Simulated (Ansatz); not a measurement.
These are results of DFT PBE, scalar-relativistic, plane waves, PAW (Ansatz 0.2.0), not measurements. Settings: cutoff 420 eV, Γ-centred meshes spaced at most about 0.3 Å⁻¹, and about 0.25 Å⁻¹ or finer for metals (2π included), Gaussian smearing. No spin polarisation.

The zero of energy is the elements' standard structures at the same level; no fitted shifts are applied.

All energies are static (0 K, no zero-point motion). The comparison covers the computed candidates alone. The reference form of Se is held partly by dispersion forces, which this level lacks.

A search for Cd2Se5 gave 4 distinct relaxed structures. Coordination counts Se atoms around Cd (those within 1.25 times the shortest such distance or 1.15 times the sum of covalent radii, 1.27 where that leaves under three; a plus sign parts nearer from farther groups). Cells relaxed within their symmetry can be saddle points.

Task: Which structure of Cd2Se5 came out lowest?

Result: The one with space group C2 (No. 5), reached from: a relaxed cell, shaken at random and relaxed again. It has a = 7.673 Å, b = 4.846 Å, c = 11.251 Å, β = 93.0°, 29.8 Å³/atom, no gap on the mesh. Cd is surrounded by 5 Se at 2.66–2.88 Å; around Se on a site of symmetry 1 lie 4 Cd at 2.66–2.88 Å and 1 Se at 3.23 Å; Se on a second site of symmetry 1 has 1 Se at 2.34 Å, 1 Cd at 2.88 Å and 2 Se at 3.22–3.23 Å; Se on a site of symmetry 2 is surrounded by 2 Se at 2.34 Å. Its energy over the elements is −0.17 eV/atom. Whether it is stable depends on the other phases of the system, which aren't compared here. An observed structure of this formula, if there is one, may be missing.

```
Cd Se
1.0
     3.83656   -2.42307    0.00000
     3.83656    2.42307    0.00000
    -0.58969    0.00000   11.23574
Cd Se
2 5
Direct
  0.22410 0.45821 0.12648
  0.54179 0.77590 0.87352
  0.57779 0.79801 0.12999
  0.20199 0.42221 0.87001
  0.41815 0.25699 0.36816
  0.74301 0.58184 0.63184
  0.29419 0.70581 0.50000
```

Task: How much higher is the P-3m1 structure with 28.8 Å³/atom and coordination Cd 3+1 (reached from: a cell proposed by chemical analogy)?

Result: 46 meV/atom. It has no gap on its mesh.

Task: How much higher is the R-3m structure with 27.0 Å³/atom and coordination Cd 3 (reached from: a cell proposed by chemical analogy)?

Result: 97 meV/atom. It has no gap on its mesh.

Some structure types and database cells were kept out of the candidates from the start, so a known form may be missing.
